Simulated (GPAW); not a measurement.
# InAs (F-43m) in GPAW: a series of runs

Runs on InAs. Level: PBE. Tasks: single point.

Everything below comes from runs of GPAW 26.7.0. Logs are shortened: lines on timing, memory, paths and dates and some standing lists are left out, and cuts for length are marked. The log counts tension as positive stress, the text compression.

**Experimental background.**

From a printed reference work, data compilation, for a bulk crystal of InAs at 4.2 K: band gap 0.418 eV (direct).

The runs below are set against these values where they give the same quantity.

### 1 The structure

It takes space group F-43m (No. 216, cubic). Conventional cell: a = 6.036 Å, b = 6.036 Å, c = 6.036 Å, α = 90.00°, β = 90.00°, γ = 90.00°. Around In (site symmetry -43m) lie 4 As at 2.61 Å. As (site symmetry -43m) has 4 In at 2.61 Å as nearest neighbours.

### 2 Single point, PBE

Contents of run.py:

```python
from ase.dft.bandgap import bandgap
from ase.io import read, write
from ase.units import Bohr, GPa
from gpaw import GPAW, PW
from gpaw.elf import elf_from_dft_calculation

atoms = read('POSCAR')

calc = GPAW(mode=PW(600),
            xc='PBE',
            kpts={'size': (8, 8, 8), 'gamma': True},
            occupations={'name': 'methfessel-paxton', 'order': 0, 'width': 0.015},
            nbands=18,
            convergence={'density': 1e-05, 'energy': 1e-05},
            maxiter=150,
            txt='gpaw.txt')
atoms.calc = calc
energy = atoms.get_potential_energy()
forces = atoms.get_forces()
stress = atoms.get_stress()
calc.write('gs.gpw')
write('result.traj', atoms)
print(f'Energy: {energy:.6f} eV')
print('Forces (eV/A):')
print(forces.round(4))
print('Stress (GPa):', (stress / GPa).round(3))
print('Fermi level:', round(calc.get_fermi_level(), 4), 'eV')
print(f'Gap: {bandgap(calc)[0]:.4f} eV, direct: {bandgap(calc, direct=True)[0]:.4f} eV')

# fields on the real-space grid
write('density.cube', atoms, data=calc.get_pseudo_density() * Bohr**3)
write('potential.cube', atoms, data=calc.get_electrostatic_potential())
write('elf.cube', atoms, data=elf_from_dft_calculation(calc).data)
```

Contents of POSCAR:

```
InAs
1.0
    0.0000000000      3.0180000000      3.0180000000
    3.0180000000      0.0000000000      3.0180000000
    3.0180000000      3.0180000000      0.0000000000
In As
1 1
Direct
    0.0000000000      0.0000000000      0.0000000000
    0.7500000000      0.7500000000      0.7500000000
```

Potentials or basis: GPAW PAW data sets (gpaw-data 1.2.1), pw.

On the command line:

```sh
OMP_NUM_THREADS=1 python run.py
```

gpaw.txt:

```text
__  _  _
 | _ |_)|_||  |
 |__||  | ||/\| - 26.7.0

Input parameters:
  mode=PW(ecut=600.0),
  convergence={'density': 1e-05, 'energy': 1e-05},
  kpts=MonkhorstPack(size=(8, 8, 8), gamma=True),
  maxiter=150,
  nbands=18,
  occupations=Occupations(name='methfessel-paxton', order=0, width=0.015),
  xc=XC(name='PBE')

Diagonalizing LCAO Hamiltonian
Converting LCAO to pw mode

                     As

       In

Atoms  # Å, Bohr magnetons
|   | symbol |        x |        y |        z |    initial magnetic moments |
|---|--------|----------|----------|----------|-----------------------------|
| 0 |     In | 0.000000 | 0.000000 | 0.000000 | ( 0.0000,  0.0000,  0.0000) |
| 1 |     As | 4.527000 | 4.527000 | 4.527000 | ( 0.0000,  0.0000,  0.0000) |

Unit cell  # Å
| periodic |        x |        y |        z |  lengths |    angles |
|----------|----------|----------|----------|----------|-----------|
|      yes | 0.000000 | 3.018000 | 3.018000 | 4.268097 | 60.000000 |
|      yes | 3.018000 | 0.000000 | 3.018000 | 4.268097 | 60.000000 |
|      yes | 3.018000 | 3.018000 | 0.000000 | 4.268097 | 60.000000 |

Number of symmetries: 24
Symmetry operations  # r_c * U_cc + t_c -> r_c
|    | kind |            matrix            |
|----|------|------------------------------|
|  0 |  E   |  1, 0, 0,  0, 1, 0,  0, 0, 1 |
|  1 |  σ   |  1, 0, 0,  0, 0, 1,  0, 1, 0 |
|  2 |  σ   |  1, 0,-1,  0, 1,-1,  0, 0,-1 |
|  3 |  C3  |  1, 0,-1,  0, 0,-1,  0, 1,-1 |
|  4 |  C3  |  1,-1, 0,  0,-1, 1,  0,-1, 0 |
|  5 |  σ   |  1,-1, 0,  0,-1, 0,  0,-1, 1 |
|  6 |  σ   |  0, 1, 0,  1, 0, 0,  0, 0, 1 |
|  7 |  C3  |  0, 1, 0,  0, 0, 1,  1, 0, 0 |
|  8 |  C2  |  0, 1,-1,  1, 0,-1,  0, 0,-1 |
|  9 |  S4  |  0, 1,-1,  0, 0,-1,  1, 0,-1 |
| 10 |  C3  |  0, 0, 1,  1, 0, 0,  0, 1, 0 |
| 11 |  σ   |  0, 0, 1,  0, 1, 0,  1, 0, 0 |
| 12 |  S4  |  0, 0,-1,  1, 0,-1,  0, 1,-1 |
| 13 |  C3  |  0, 0,-1,  0, 1,-1,  1, 0,-1 |
| 14 |  S4  |  0,-1, 1,  1,-1, 0,  0,-1, 0 |
| 15 |  C2  |  0,-1, 1,  0,-1, 0,  1,-1, 0 |
| 16 |  C3  |  0,-1, 0,  1,-1, 0,  0,-1, 1 |
| 17 |  S4  |  0,-1, 0,  0,-1, 1,  1,-1, 0 |
| 18 |  S4  | -1, 1, 0, -1, 0, 1, -1, 0, 0 |
| 19 |  C3  | -1, 1, 0, -1, 0, 0, -1, 0, 1 |
| 20 |  C3  | -1, 0, 1, -1, 1, 0, -1, 0, 0 |
| 21 |  S4  | -1, 0, 1, -1, 0, 0, -1, 1, 0 |
| 22 |  σ   | -1, 0, 0, -1, 1, 0, -1, 0, 1 |
| 23 |  C2  | -1, 0, 0, -1, 0, 1, -1, 1, 0 |

BZ-sampling:
  Number of BZ points: 512
  Number of IBZ points: 29

  Monkhorst-Pack size: [8, 8, 8]
  Monkhorst-Pack shift: [0.0625, 0.0625, 0.0625]

K-points  # in reciprocal-cell coordinates
|     |                                coordinates |     weight |
|-----|--------------------------------------------|------------|
|   0 | (  0.00000000,   0.00000000,   0.00000000) | 0.00195312 |
|   1 | (  0.12500000,   0.12500000,   0.00000000) | 0.01171875 |
|   2 | (  0.12500000,   0.12500000,   0.12500000) | 0.01562500 |
|   3 | (  0.25000000,   0.12500000,   0.12500000) | 0.02343750 |
|   4 | (  0.25000000,   0.25000000,   0.00000000) | 0.01171875 |
|   5 | (  0.25000000,   0.25000000,   0.12500000) | 0.04687500 |
|   6 | (  0.25000000,   0.25000000,   0.25000000) | 0.01562500 |
|   7 | (  0.37500000,   0.25000000,  -0.37500000) | 0.04687500 |
|   8 | (  0.37500000,   0.25000000,   0.12500000) | 0.04687500 |
|   9 | (  0.37500000,   0.25000000,   0.25000000) | 0.04687500 |
| ... |                                            |            |
|  28 | (  0.50000000,   0.50000000,   0.50000000) | 0.00781250 |

Plane wave coefficients: 1856
Cutoff: 600.0 eV

Spin-components: 1 (collinear spins)
Bands:           18
Projectors:      11
Spin-degeneracy: 2
Datatype:        complex128

Parallelization:
  kpt:    1
  domain: 1
  band:   1

Density:
  Valence electrons: 18.0
  Components: 1
  Grid points: [25 25 25]
  Charge: 0.0  # |e|

Potential:
  Grid points: [25 25 25]

species:
  In:
    name:    Indium
    Z:       49.0
    valence: 13
    core:    36
    charge:  0.0  # [|e|]
    compensation charges:
      type: gauss
      rc: 0.36  # [Å]
      lmax: 2
    cutoffs:
      filter: 2.09  # [Å]
      core: 2.48  # [Å]
    projectors
    | kind |    occ | energy [eV] | rcut [Å] |
    |------|--------|-------------|----------|
    |   5s |  2.000 |      -8.203 |    1.185 |
    |   5p |  1.000 |      -2.521 |    1.244 |
    |   4d | 10.000 |     -18.629 |    1.148 |
    |    s |        |      19.008 |    1.185 |
    |    p |        |      24.691 |    1.244 |
    |    d |        |       8.583 |    1.148 |

    Using partial waves for In as LCAO basis

  As:
    name:    Arsenic
    Z:       33.0
    valence: 5
    core:    28
    charge:  0.0  # [|e|]
    compensation charges:
      type: gauss
      rc: 0.33  # [Å]
      lmax: 2
    cutoffs:
      filter: 1.87  # [Å]
      core: 2.96  # [Å]
    projectors
    | kind |    occ | energy [eV] | rcut [Å] |
    |------|--------|-------------|----------|
    |   4s |  2.000 |     -14.487 |    1.058 |
    |   4p |  3.000 |      -5.196 |    1.058 |
    |    s |        |      12.725 |    1.058 |
    |    p |        |      22.016 |    1.058 |
    |    d |        |       0.000 |    1.058 |

    Using partial waves for As as LCAO basis

Reference energy: -221478.393260  # eV

eigensolver:
  PPCG
  Converge bands: occupied
  niter=2

density mixing:
  MSR1-Mixer
  Pratt-step length: 0.05
  Maximum mixing coefficient: 0.75
  Old densities: 10
  SVD Regularization: 0.005
  Good broyden scale: 1.0
  Trust region scale: 1.0
  Backstep threshold: 4.0
  History deletion threshold: 6.0
  Fourier metric: weight=20.0, sigma=0.015

occupation numbers:
  Methfessel-Paxton:
    width: 0.0150  # eV
    order: 0

poisson solver:
  ecut: 4800.0  # eV

xc functional:
  name: PBE with 2 nearest neighbor stencil

convergence criteria:
- Maximum integral of absolute [dens]ity change: 1e-05 electrons / valence electron
- Maximum [total energy] change in last 3 cyles: 1e-05 eV / valence electron
- Maximum integral of absolute [eigenst]ate change: 4e-08 eV^2 / valence electron
maximum number of iterations: 150

SCF iterations
|iter     | |      energy | eigst |  dens |
|---------|-|-------------|-------|-------|
|iter:   1| |   -8.118331 | -0.34 |       |
|iter:   2| |   -8.073576 | -2.36 | -1.17 |
|iter:   3| |   -7.903425 | -1.93 | -1.21 |
|iter:   4| |   -7.904585 | -3.32 | -1.81 |
|iter:   5| |   -7.904691 | -4.10 | -2.33 |
|iter:   6| |   -7.904719c| -5.65 | -3.12 |
|iter:   7| |   -7.904722c| -6.66 | -3.56 |
|iter:   8| |   -7.904722c| -8.15c| -4.63 |
|iter:   9| |   -7.904722c| -8.40c| -5.36c|

Converged in 9 steps
Energy contributions relative to reference atoms: (reference = -221478.393260)

Energy contributions:
  Kinetic:          27.002234
  Coulomb:         -24.729313
  Zero:              0.139461
  External:          0.000000
  Xc:              -10.317081
  Entropy:          -0.000045
  Spinorbit:         0.000000
  ----------------------------
  Free energy:      -7.904744
  Extrapolated:     -7.904722

dipole moment: (-17.118219, -17.118219, -17.118219)  # |e|*Ang

Fermi level: 4.908
Eigenvalues  # (at kpt = [0.000, 0.000, 0.000])
| band index |      eig [eV] | occ [0-2] |
|------------|---------------|-----------|
|          0 |        -9.407 |     2.000 |
|        ... |               |           |
|          2 |        -9.407 |     2.000 |
|          3 |        -9.278 |     2.000 |
|          4 |        -9.278 |     2.000 |
|          5 |        -6.992 |     2.000 |
|          6 |         4.743 |     2.000 |
|          7 |         4.904 |     1.333 |
[... 8 lines left out ...]
|         16 |        15.399 |     0.000 |
|         17 |        15.399 |     0.000 |

No gap
No difference between direct/indirect transitions

Forces  # eV/Ang
|       x |        y |        z |
|---------|----------|----------|
| 0.00000 |  0.00000 | -0.00000 |  # In   0
| 0.00000 | -0.00000 |  0.00000 |  # As   1

Stress tensor  # eV/Ang^3
|         x |         y |         z |
|-----------|-----------|-----------|
| -0.025243 | -0.000000 |  0.000000 |
| -0.000000 | -0.025243 |  0.000000 |
|  0.000000 |  0.000000 | -0.025243 |

# Writing to gs.gpw (mode='')
```

Wall time 25 s (1 thread of Arm Neoverse N1, shared host); peak memory 0.17 GiB.

Results:

| Quantity | Value |
| --- | --- |
| Free energy | -7.9047 eV |
| Pressure | 4.0 GPa |
| Band gap on the k mesh | none (metal or under the smearing width) |

Levels at points of the mesh, in eV from the Fermi level:
```tsv
k point	band 7	band 8	band 9	band 10	band 11	band 12
(0.00, 0.00, 0.00)	-0.16	0.00	0.00	0.00	3.89	3.89
(0.50, 0.50, 0.00)	-5.86	-2.36	-2.36	1.53	2.07	9.22
(0.50, 0.50, 0.50)	-5.80	-1.01	-1.01	0.97	4.67	4.67
```

Caveat: this crystal is a semiconductor, whose small gap the functional closes, so the metal is an error of the method.

### 3 Single point, PBE

Contents of run.py:

```python
from ase.dft.bandgap import bandgap
from ase.io import read, write
from ase.units import GPa
from gpaw import GPAW, PW

atoms = read('InAs.xyz')

calc = GPAW(mode=PW(600),
            xc='PBE',
            kpts={'size': (8, 8, 8), 'gamma': True},
            occupations={'name': 'methfessel-paxton', 'order': 0, 'width': 0.016},
            nbands=18,
            convergence={'density': 1e-05, 'energy': 1e-05},
            maxiter=150,
            txt='gpaw.txt')
atoms.calc = calc
energy = atoms.get_potential_energy()
forces = atoms.get_forces()
stress = atoms.get_stress()
calc.write('gs.gpw')
write('result.traj', atoms)
print(f'Energy: {energy:.6f} eV')
print('Forces (eV/A):')
print(forces.round(4))
print('Stress (GPa):', (stress / GPa).round(3))
print('Fermi level:', round(calc.get_fermi_level(), 4), 'eV')
print(f'Gap: {bandgap(calc)[0]:.4f} eV, direct: {bandgap(calc, direct=True)[0]:.4f} eV')
```

Contents of InAs.xyz:

```xyz
2
Lattice="0.0000000000 3.0180000000 3.0180000000 3.0180000000 0.0000000000 3.0180000000 3.0180000000 3.0180000000 0.0000000000" Properties=species:S:1:pos:R:3 pbc="T T T"
In     0.0000000000      0.0000000000      0.0000000000
As     4.5270000000      4.5270000000      4.5270000000
```

Potentials or basis: GPAW PAW data sets (gpaw-data 1.2.1), pw.

On the command line:

```sh
OMP_NUM_THREADS=1 python run.py
```

gpaw.txt:

```text
__  _  _
 | _ |_)|_||  |
 |__||  | ||/\| - 26.7.0

Input parameters:
  mode=PW(ecut=600.0),
  convergence={'density': 1e-05, 'energy': 1e-05},
  kpts=MonkhorstPack(size=(8, 8, 8), gamma=True),
  maxiter=150,
  nbands=18,
  occupations=Occupations(name='methfessel-paxton', order=0, width=0.016),
  xc=XC(name='PBE')

Diagonalizing LCAO Hamiltonian
Converting LCAO to pw mode

                     As

       In

Atoms  # Å, Bohr magnetons
|   | symbol |        x |        y |        z |    initial magnetic moments |
|---|--------|----------|----------|----------|-----------------------------|
| 0 |     In | 0.000000 | 0.000000 | 0.000000 | ( 0.0000,  0.0000,  0.0000) |
| 1 |     As | 4.527000 | 4.527000 | 4.527000 | ( 0.0000,  0.0000,  0.0000) |

Unit cell  # Å
| periodic |        x |        y |        z |  lengths |    angles |
|----------|----------|----------|----------|----------|-----------|
|      yes | 0.000000 | 3.018000 | 3.018000 | 4.268097 | 60.000000 |
|      yes | 3.018000 | 0.000000 | 3.018000 | 4.268097 | 60.000000 |
|      yes | 3.018000 | 3.018000 | 0.000000 | 4.268097 | 60.000000 |

Number of symmetries: 24
[... 174 lines left out ...]
Energy contributions relative to reference atoms: (reference = -221478.393260)

Energy contributions:
  Kinetic:          27.002235
  Coulomb:         -24.729313
  Zero:              0.139461
  External:          0.000000
  Xc:              -10.317081
  Entropy:          -0.000048
  Spinorbit:         0.000000
  ----------------------------
  Free energy:      -7.904747
  Extrapolated:     -7.904723

dipole moment: (-17.118219, -17.118219, -17.118219)  # |e|*Ang

Fermi level: 4.908
Eigenvalues  # (at kpt = [0.000, 0.000, 0.000])
| band index |      eig [eV] | occ [0-2] |
|------------|---------------|-----------|
|          0 |        -9.407 |     2.000 |
|        ... |               |           |
|          2 |        -9.407 |     2.000 |
|          3 |        -9.278 |     2.000 |
|          4 |        -9.278 |     2.000 |
|          5 |        -6.992 |     2.000 |
|          6 |         4.743 |     2.000 |
|          7 |         4.904 |     1.333 |
[... 8 lines left out ...]
|         16 |        15.399 |     0.000 |
|         17 |        15.399 |     0.000 |

No gap
No difference between direct/indirect transitions

Forces  # eV/Ang
|        x |       y |        z |
|----------|---------|----------|
| -0.00000 | 0.00000 | -0.00000 |  # In   0
| -0.00000 | 0.00000 |  0.00000 |  # As   1

Stress tensor  # eV/Ang^3
|         x |         y |         z |
|-----------|-----------|-----------|
| -0.025243 |  0.000000 |  0.000000 |
|  0.000000 | -0.025243 |  0.000000 |
|  0.000000 |  0.000000 | -0.025243 |

# Writing to gs.gpw (mode='')
```

stdout:

```text
Energy: -7.904723 eV
Forces (eV/A):
[[-0.  0. -0.]
 [-0.  0.  0.]]
Stress (GPa): [-4.044 -4.044 -4.044  0.     0.     0.   ]
Fermi level: 4.9084 eV
Gap: 0.0000 eV, direct: 0.0000 eV
```

Wall time 25 s (1 thread of Arm Neoverse N1, shared host); peak memory 0.17 GiB.

Results:

- Free energy: -7.9047 eV
- Pressure: 4.0 GPa
- Band gap on the k mesh: none (metal or under the smearing width)

Caveat: this crystal is a semiconductor, whose small gap the functional closes, so the metal is an error of the method.

### 4 Single point, PBE

run.py: that of step 3 with these lines changed.

```diff
@@ -1,3 +1,4 @@
+from ase import Atoms
 from ase.dft.bandgap import bandgap
-from ase.io import read, write
+from ase.io import write
 from ase.units import GPa
@@ -5,3 +6,9 @@
 
-atoms = read('InAs.xyz')
+atoms = Atoms(['In', 'As'],
+              cell=[[0.0, 3.018, 3.018],
+                    [3.018, 0.0, 3.018],
+                    [3.018, 3.018, 0.0]],
+              scaled_positions=[[0.0, 0.0, 0.0],
+                                [0.75, 0.75, 0.75]],
+              pbc=True)
 
@@ -10,3 +17,3 @@
             kpts={'size': (8, 8, 8), 'gamma': True},
-            occupations={'name': 'methfessel-paxton', 'order': 0, 'width': 0.016},
+            occupations={'name': 'methfessel-paxton', 'order': 0, 'width': 0.017},
             nbands=18,
```

On the command line:

```sh
OMP_NUM_THREADS=1 python run.py
```

Wall time 25 s (1 thread of Arm Neoverse N1, shared host); peak memory 0.16 GiB.

The run converged. Its results:

| Item | Value |
| --- | --- |
| Free energy | -7.9048 eV |
| Pressure | 4.0 GPa |
| Band gap on the k mesh | none (metal or under the smearing width) |

Levels at points of the mesh, in eV from the Fermi level:
| k point | band 5 | band 6 | band 7 | band 8 | band 9 | band 10 | band 11 | band 12 | band 13 | band 14 |
| --- | --- | --- | --- | --- | --- | --- | --- | --- | --- | --- |
| (0.00, 0.00, 0.00) | -14.19 | -11.90 | -0.17 | -0.01 | -0.01 | -0.01 | 3.89 | 3.89 | 3.89 | 7.56 |
| (0.50, 0.50, 0.00) | -14.16 | -9.86 | -5.86 | -2.36 | -2.36 | 1.53 | 2.07 | 9.22 | 9.30 | 9.30 |
| (0.50, 0.50, 0.50) | -14.18 | -10.40 | -5.80 | -1.01 | -1.01 | 0.97 | 4.67 | 4.67 | 6.87 | 9.08 |

Caveat: this crystal is a semiconductor, whose small gap the functional closes, so the metal is an error of the method.

### 5 Overview

```csv
smearing,gap on the mesh (eV),pressure (GPa)
gaussian 0.015 eV,none,4.0
gaussian 0.016 eV,none,4.0
gaussian 0.017 eV,none,4.0
```

Alike in all rows: task single point; level PBE; potentials or basis GPAW PAW data sets (gpaw-data 1.2.1), pw; no spin polarisation; cell as given; k mesh 8 × 8 × 8; cutoff (eV) 600.

Every run on the cell as given and a fine mesh finds a metal.

Caveats: this crystal is a semiconductor, whose small gap the functional closes, so the metal is an error of the method.

Total energies depend on the potentials used, so only differences within one code and one set of settings carry meaning.

### 6 Comparison with measurements

Step 2. Measured gap of InAs: 0.418 eV (direct; 4.2 K; a printed reference work, data compilation). This calculation gives 0.00 eV (-0.42 eV). Spin-orbit coupling on As, In is left out. The value is that of PBE on a finite k mesh, which can miss the band edges, without temperature or zero-point motion. Semilocal functionals fall short of measured gaps as a rule.

Step 3. Against the measured gap of InAs, 0.418 eV (direct; 4.2 K; a printed reference work, data compilation), the calculated 0.00 eV is off by -0.42 eV. Spin-orbit coupling on As, In is left out. The value is that of PBE on a finite k mesh, which can miss the band edges, without temperature or zero-point motion. Semilocal functionals fall short of measured gaps as a rule.

Step 4. A measured gap of InAs is 0.418 eV (direct; 4.2 K; a printed reference work, data compilation); the calculated 0.00 eV misses it by -0.42 eV. Spin-orbit coupling on As, In is left out. The value is that of PBE on a finite k mesh, which can miss the band edges, without temperature or zero-point motion. Semilocal functionals fall short of measured gaps as a rule.
